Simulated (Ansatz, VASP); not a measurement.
Two plane-wave programs on Ni

Contents of INCAR:

```
SYSTEM = Ni
  ALGO = Normal
  EDIFF = 1E-6
  ENCUT = 520
  GGA = PS
  ISIF = 2
  ISMEAR = -1
  LASPH = .True.
  LCHARG = .False.
  LREAL = .False.
  LWAVE = .False.
  NBANDS = 17
  NELM = 100
  PREC = Accurate
  SIGMA = 0.1
```

File KPOINTS:

```
k-points
0
Gamma
  17 17 9
  0 0 0
```

POSCAR

```
Ni
1.0
    2.4434674628      0.0000000000      0.0000000000
   -1.2217337314      2.1161048961      0.0000000000
    0.0000000000      0.0000000000      4.0175301701
Ni
2
Direct
    0.3333333333      0.6666666667      0.2500000000
    0.6666666667      0.3333333333      0.7500000000
```

Input for Ansatz:

```yaml
crystal:
  lattice:
    - [2.4434674628, 0.0, 0.0]
    - [-1.2217337314, 2.1161048961, 0.0]
    - [0.0, 0.0, 4.0175301701]
  atoms:
    - { symbol: Ni, position: [0.3333333333, 0.6666666667, 0.25] }
    - { symbol: Ni, position: [0.6666666667, 0.3333333333, 0.75] }
hamiltonian:
  xc: pbesol
  pseudopotentials:
    kind: paw
    azcp:
      Ni: "pseudopotentials/Ni.paw.azcp"
basis:
  ecutwfc: 420
  fft_grid_basis: typed
kpoints:
  mp_grid: { grid: [17, 17, 9], shift: [0, 0, 0] }
magnetization:
  spin_polarized: false
scf:
  occupations: { method: fermi_dirac, width: 0.1 }
  lower_state_search: "off"
output:
  stress: true
```

Alike in both runs: task single point; functional PBEsol; k mesh 17 × 17 × 9; occupations fermi-dirac, width 0.1 eV; no spin polarisation.

|  | VASP | Ansatz |
| --- | --- | --- |
| version | VASP 6.6.1 | Ansatz 0.2.0 |
| potentials or method | VASP PAW PBE potentials, release 64 (Ni) | plane waves (420 eV) with PAW, scalar-relativistic |
| plane-wave cutoff (eV) | 520 | 420 |
| valence electrons in the cell | 20 | 36 |

```csv
,VASP,Ansatz,Ansatz less VASP
pressure (GPa),0.0,0.0,+0.04
```

The functional is the same, so the differences come from potentials, cutoffs and numerics. The two sets of potentials don't hold the same shells in valence. Ansatz warned: «pseudo_functional_mismatch».

Caveats: the PAW data sets were made with another functional, which shifts forces and pressure a little (VASP); the run has no spin polarisation, though such a crystal can be magnetic. Spin polarisation is off, so any magnetic state and its effect on volume and gap are missing.
